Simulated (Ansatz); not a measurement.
A run of Ansatz 0.2.0 is set up as follows.

The input input.yaml:

```yaml
crystal:
  lattice:
    - [3.811, 0.0, 0.0]
    - [-1.9055, 3.3004228138, 0.0]
    - [0.0, 0.0, 6.234]
  atoms:
    - { symbol: Zn, position: [0.6666666667, 0.3333333333, 0.5] }
    - { symbol: Zn, position: [0.3333333333, 0.6666666667, 0.0] }
    - { symbol: S, position: [0.6666666667, 0.3333333333, 0.885] }
    - { symbol: S, position: [0.3333333333, 0.6666666667, 0.385] }
kpoints:
  mp_grid: { grid: [8, 8, 5] }
  band_path:
    path:
      - [0.0, 0.0, 0.0]
      - [0.5, 0.0, 0.0]
      - [0.3333333333, 0.3333333333, 0.0]
      - [0.0, 0.0, 0.0]
      - [0.0, 0.0, 0.5]
      - [0.5, 0.0, 0.5]
      - [0.3333333333, 0.3333333333, 0.5]
      - [0.0, 0.0, 0.5]
    npoints: 8
scf:
  occupations: { method: fermi_dirac, width: 0.05 }
hamiltonian:
  xc: pbesol
  pseudopotentials: { kind: all_electron, lapw: { basis_error: 0.002 } }
output:
  forces: true
  stress: true
  eigenvalues: true
```

Potentials or basis: all-electron LAPW, scalar-relativistic.

The run is started by

```console
$ ansatz run input.yaml --threads 2 --pin off --max-ram 8192MiB --backend cpu --events-out ev --progress --plain --runs-dir out
```

Question: Estimate the band gap on the k mesh.

Answer: 2.11 eV, direct.

Question: Predict the pressure.

Answer: -1.3 GPa.

Stress tensor (GPa, compression positive):
```
-0.67  0.00  0.00
 0.00 -0.67  0.00
 0.00  0.00 -2.49
```

**Measured values to compare with.**

From a printed reference work, monograph, for a bulk crystal of ZnS at 4 K: band gap 3.911 eV (direct).

Against the measured gap of ZnS, 3.911 eV (direct; 4 K; a printed reference work, monograph), the calculated 2.11 eV is off by -1.80 eV. The value is that of PBEsol, without temperature or zero-point motion. Semilocal functionals fall short of measured gaps as a rule.
